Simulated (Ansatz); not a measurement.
# A C vacancy in 4H-SiC, 95 atoms, charge +1

These are results of Ansatz 0.2.0, DFT, PBEsol, PAW, plane waves, not measurements.

Command:

```sh
ansatz run in.yaml --threads 32 --pin off --max-ram 171000MiB --runs-dir r --events-out ev --progress --plain --backend cuda --devices 0,
```

The input less its lattice and atoms (starting moments on atoms near the defect: 1 μB in all):

```yaml
crystal:
  symmetry: { detect: false }
kpoints:
  mp_grid: { grid: [1, 1, 1], shift: [0.25, 0.25, 0.25] }
hamiltonian:
  xc: pbesol
total_charge: 1
magnetization:
  spin_polarized: true
scf:
  occupations: { method: fermi_dirac, width: 0.01 }
relax:
  f_tol: 0.03
  max_steps: 80
  escape_saddle: false
  adjacent_minimum: "off"
output:
  forces: true
  eigenvalues: true
  populations: true
  charged_corrections: { epsilon: 9.7 }
```

Start:

```
Si C
1.0
     9.23420    0.00000    0.00000
     0.00000   10.66274    0.00000
     0.00000    0.00000   10.07595
Si C
48 47
Direct
  0.00052 0.99684 0.49708
  0.33275 0.00216 0.49905
  0.16727 0.24988 0.49843
  0.00328 0.50024 0.50000
  0.66181 0.99833 0.49810
  0.50199 0.24570 0.50557
  0.33133 0.50054 0.50286
  0.16580 0.74998 0.49744
  0.83175 0.24803 0.50133
  0.66368 0.50218 0.50290
  0.49794 0.75186 0.50138
  0.83228 0.74907 0.50160
  0.99758 0.16411 0.25283
  0.33361 0.16556 0.25071
  0.16762 0.41394 0.25119
  0.99920 0.66586 0.24962
  0.66886 0.16886 0.25098
  0.50402 0.42004 0.25037
  0.33387 0.66529 0.24623
  0.16501 0.91932 0.24814
  0.83282 0.41470 0.24738
  0.66652 0.66493 0.25111
  0.49786 0.91813 0.24862
  0.83340 0.91435 0.25021
  0.16149 0.08238 0.74904
  0.99799 0.33503 0.74867
  0.49708 0.08092 0.75045
  0.33380 0.33436 0.75239
  0.16540 0.58072 0.74975
  0.00022 0.83471 0.75180
  0.82971 0.08438 0.75281
  0.66183 0.33463 0.74954
  0.49865 0.58287 0.75196
  0.33565 0.83349 0.75112
  0.83546 0.58470 0.75287
  0.66555 0.83295 0.74994
  0.99705 0.00086 0.99751
  0.33869 0.99659 0.99877
  0.16969 0.25117 0.99574
  0.99536 0.50038 0.99837
  0.67054 0.99939 0.00159
  0.49940 0.25129 0.99971
  0.33316 0.50139 0.99677
  0.16597 0.74822 0.99588
  0.83329 0.25411 0.99829
  0.66758 0.50098 0.99803
  0.50211 0.75171 0.99656
  0.83295 0.75017 0.99722
  0.00049 0.00052 0.18872
  0.33388 0.99951 0.18759
  0.16521 0.25131 0.18702
  0.99437 0.49894 0.18959
  0.66543 0.99798 0.19087
  0.49969 0.24650 0.18585
  0.32972 0.49854 0.18741
  0.17168 0.75049 0.18846
  0.83519 0.25047 0.18683
  0.66979 0.50098 0.18688
  0.49823 0.74743 0.18794
  0.83364 0.75073 0.18773
  0.99989 0.00123 0.68236
  0.33543 0.99971 0.69047
  0.16263 0.25011 0.68943
  0.00422 0.49871 0.68283
  0.66582 0.99649 0.68677
  0.50173 0.24826 0.68893
  0.33032 0.49858 0.68898
  0.16393 0.75072 0.68373
  0.83355 0.24945 0.68561
  0.66743 0.50040 0.68924
  0.49903 0.74861 0.68873
  0.83127 0.74714 0.68784
  0.99983 0.16799 0.43964
  0.33190 0.16565 0.43478
  0.16834 0.41904 0.43905
  0.99846 0.66612 0.43742
  0.66729 0.16440 0.43569
  0.33784 0.66543 0.43784
  0.16225 0.92045 0.43640
  0.83476 0.41343 0.43495
  0.66634 0.66938 0.44128
  0.49955 0.91882 0.43765
  0.83424 0.91442 0.43856
  0.16749 0.08339 0.93381
  0.00148 0.33573 0.93308
  0.49880 0.08513 0.93898
  0.33079 0.33386 0.93552
  0.16830 0.58545 0.93884
  0.99932 0.83663 0.93765
  0.83222 0.08356 0.93680
  0.66650 0.33454 0.93761
  0.49899 0.58310 0.94038
  0.33495 0.83240 0.93280
  0.82878 0.58448 0.93882
  0.66518 0.83472 0.93969
```

Steps:

```tsv
step	energy less the first (eV)	largest force component (eV/Å)
start	0.000	1.546
1	-1.159	0.795
2	-1.550	0.177
3	-1.559	0.222
4	-1.567	0.085
5	-1.571	0.029
```

End:

```
Si C
1.0
     9.23420    0.00000    0.00000
     0.00000   10.66274    0.00000
     0.00000    0.00000   10.07595
Si C
48 47
Direct
  0.99941 0.99881 0.50008
  0.33279 0.99904 0.50058
  0.16378 0.24883 0.50067
  0.99896 0.50081 0.49980
  0.66411 0.00107 0.50036
  0.49305 0.24845 0.50606
  0.32769 0.49607 0.50644
  0.16689 0.74776 0.50036
  0.83230 0.24934 0.50018
  0.66858 0.50061 0.49454
  0.49970 0.74969 0.50025
  0.83309 0.75054 0.49941
  0.99984 0.16641 0.24963
  0.33292 0.16737 0.24966
  0.16776 0.41641 0.24921
  0.00063 0.66704 0.24898
  0.66667 0.16754 0.25019
  0.50773 0.42021 0.24422
  0.33456 0.66652 0.25024
  0.16699 0.91667 0.24987
  0.83579 0.41656 0.24719
  0.66794 0.66837 0.24718
  0.49990 0.91714 0.24964
  0.83343 0.91737 0.24923
  0.16560 0.08288 0.75040
  0.99891 0.33290 0.75008
  0.49911 0.08223 0.75129
  0.33122 0.33257 0.75249
  0.16464 0.58368 0.75100
  0.99950 0.83310 0.74975
  0.83276 0.08299 0.75004
  0.66610 0.33255 0.74978
  0.49872 0.58371 0.74972
  0.33261 0.83324 0.75017
  0.83235 0.58334 0.74692
  0.66590 0.83356 0.74984
  0.99980 0.99987 0.99973
  0.33279 0.00015 0.00021
  0.16578 0.24971 0.00022
  0.99987 0.50005 0.99880
  0.66661 0.00029 0.00021
  0.49987 0.25084 0.00005
  0.33406 0.49982 0.99982
  0.16684 0.75024 0.00007
  0.83318 0.24976 0.99925
  0.66769 0.50065 0.99669
  0.49989 0.75043 0.99929
  0.83345 0.75029 0.99845
  0.00040 0.00002 0.18727
  0.33348 0.00075 0.18762
  0.16654 0.25015 0.18752
  0.00190 0.50039 0.18641
  0.66664 0.00076 0.18783
  0.50062 0.25141 0.18932
  0.33562 0.49993 0.18933
  0.16795 0.74997 0.18776
  0.83347 0.24995 0.18673
  0.67206 0.50254 0.18308
  0.50029 0.75041 0.18682
  0.83456 0.75080 0.18616
  0.99916 0.99953 0.68718
  0.33249 0.99997 0.68761
  0.16545 0.24964 0.68769
  0.99897 0.49948 0.68639
  0.66556 0.00034 0.68730
  0.49819 0.24990 0.69036
  0.33175 0.49920 0.69063
  0.16620 0.74935 0.68724
  0.83233 0.24979 0.68705
  0.66258 0.49814 0.68219
  0.49932 0.74989 0.68708
  0.83209 0.74996 0.68612
  0.99827 0.16548 0.43785
  0.33068 0.16720 0.43756
  0.16556 0.41513 0.43730
  0.99952 0.66653 0.43724
  0.66232 0.17119 0.43833
  0.33614 0.66144 0.43841
  0.16693 0.91490 0.43810
  0.83278 0.41483 0.43526
  0.66519 0.66624 0.43544
  0.49896 0.91635 0.43782
  0.83137 0.91770 0.43741
  0.16627 0.08334 0.93809
  0.99964 0.33338 0.93770
  0.49967 0.08372 0.93923
  0.33266 0.33318 0.93951
  0.16683 0.58337 0.93864
  0.00022 0.83327 0.93752
  0.83309 0.08326 0.93779
  0.66652 0.33366 0.93729
  0.50024 0.58341 0.93724
  0.33319 0.83352 0.93785
  0.83362 0.58365 0.93477
  0.66653 0.83373 0.93767
```

Self-consistency was reached.

Time: 11 s of wall time on one NVIDIA GB300 with 32 processor threads, on a host shared with other runs; peak host memory 2 GiB.

(1) How much energy did the relaxation gain, and which atom moved most?

The moment started at 1 μB and ended at 1.0 μB; no other spin state is shown. The one k point has no symmetry partners, which can distort the end along one axis.

Answers

(1) 1.57 eV in 5 steps, from a start with small random displacements; atom 10 (Si) moved 0.10 Å, the median atom 0.04 Å (drift of the whole cell removed).
